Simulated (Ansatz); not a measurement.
# KTaO3: band gap under strain

How does strain move the band edges of KTaO3 built on the cubic perovskite prototype, and do the functionals agree on it? States: -2.0 % strain along z alone; -1.0 % strain along z alone; +1.0 % strain along z alone.

The runs shown are made with Ansatz 0.2.0. PAW datasets, plane waves. No spin polarisation and no zero-point or thermal motion.

## 1. The structure to begin with

The unstrained cell was relaxed with r2SCAN; in each strained cell the atoms were relaxed again with r2SCAN. Names of k-points are those of the unstrained zone, where strain can split equivalent points. First state: -2.0 % strain along z alone.

Space group P4/mmm (No. 123), tetragonal; a = 3.990 Å, c = 3.910 Å in the conventional setting, 12.45 Å³ an atom. Around K lie 12 O at 2.79–2.82 Å; around Ta lie 6 O at 1.96–2.00 Å; around O lie 2 Ta at 1.96 Å and 4 K at 2.82 Å; around O lie 2 Ta at 2.00 Å and 4 K at 2.79 Å.

Structure file:

```cif
data_structure
_symmetry_space_group_name_H-M 'P4/mmm'
_symmetry_Int_Tables_number 123
_cell_length_a 3.9901
_cell_length_b 3.9901
_cell_length_c 3.9103
_cell_angle_alpha 90.000
_cell_angle_beta 90.000
_cell_angle_gamma 90.000
_cell_volume 62.26
loop_
_atom_site_label
_atom_site_type_symbol
_atom_site_symmetry_multiplicity
_atom_site_Wyckoff_symbol
_atom_site_fract_x
_atom_site_fract_y
_atom_site_fract_z
_atom_site_occupancy
K1 K 1 a 0.00000 0.00000 0.00000 1
Ta1 Ta 1 d 0.50000 0.50000 0.50000 1
O1 O 1 c 0.50000 0.50000 0.00000 1
O2 O 2 e 0.50000 0.00000 0.50000 1
```

From earlier runs on the unstrained cell: PBE 2.22 eV, r2SCAN 2.63 eV, HSE06 3.57 eV, r2SCAN+SOC 2.48 eV; a = 3.990 Å.

## 2. -2.0 % strain along z alone: PBE

input.yaml reads:

```yaml
crystal:
  lattice:
    - [3.990131103, 0.0, 0.0]
    - [0.0, 3.990131103, 0.0]
    - [0.0, 0.0, 3.9103284809]
  atoms:
    - { symbol: K, position: [0.0, 0.0, 0.0] }
    - { symbol: Ta, position: [0.5, 0.5, 0.5] }
    - { symbol: O, position: [0.5, 0.5, 0.0] }
    - { symbol: O, position: [0.5, 0.0, 0.5] }
    - { symbol: O, position: [0.0, 0.5, 0.5] }
kpoints:
  mp_grid: { grid: [6, 6, 6] }
  band_path:
    path: [[0.0, 0.0, 0.0], [0.0, 0.5, 0.0], [0.5, 0.5, 0.0], [0.5, 0.5, 0.5]]
    npoints: 1
hamiltonian:
  xc: pbe
scf:
  occupations: { method: fermi_dirac, width: 0.02 }
  n_extra_bands: 5
output:
  forces: true
  stress: true
  eigenvalues: true
```

The run is started by

```console
$ ansatz run input.yaml --threads 2 --pin off --max-ram 28569MiB --backend cpu --events-out ev --progress --plain --runs-dir out
```

The runs that follow: -2.0 % strain along z alone: r2SCAN; -2.0 % strain along z alone: HSE06; -2.0 % strain along z alone: r2SCAN+SOC; -2.0 % strain along z alone: r2SCAN; -1.0 % strain along z alone: PBE; -1.0 % strain along z alone: r2SCAN; -1.0 % strain along z alone: HSE06; -1.0 % strain along z alone: r2SCAN+SOC; -1.0 % strain along z alone: r2SCAN; +1.0 % strain along z alone: PBE; +1.0 % strain along z alone: r2SCAN; +1.0 % strain along z alone: HSE06; +1.0 % strain along z alone: r2SCAN+SOC; +1.0 % strain along z alone: r2SCAN.

Q: Predict the outcome of this session.

As calculated:

Least gap in eV (negative: overlap), with the change from the unstrained cell in brackets:

| state | volume change (%) | PBE | r2SCAN | HSE06 |
| --- | --- | --- | --- | --- |
| -2.0 % strain along z alone | -2.0 | 2.22 (+0.00) | 2.63 (+0.00) | 3.58 (+0.01) |
| -1.0 % strain along z alone | -1.0 | 2.22 (+0.00) | 2.63 (+0.00) | 3.57 (+0.00) |
| +1.0 % strain along z alone | +1.0 | 2.19 (-0.03) | 2.59 (-0.04) | 3.53 (-0.04) |

What this shows: With HSE06, of the states in the table +1.0 % strain along z alone shifts the gap most, by -0.040 eV. PBE and HSE06 differ by 1.35 eV on the unstrained gap, and by at most 0.01 eV on its change. Spin-orbit coupling is left out of the table, though the cell holds Ta (Z = 73); in an element this heavy it can shift bands and gaps by tenths of an eV.
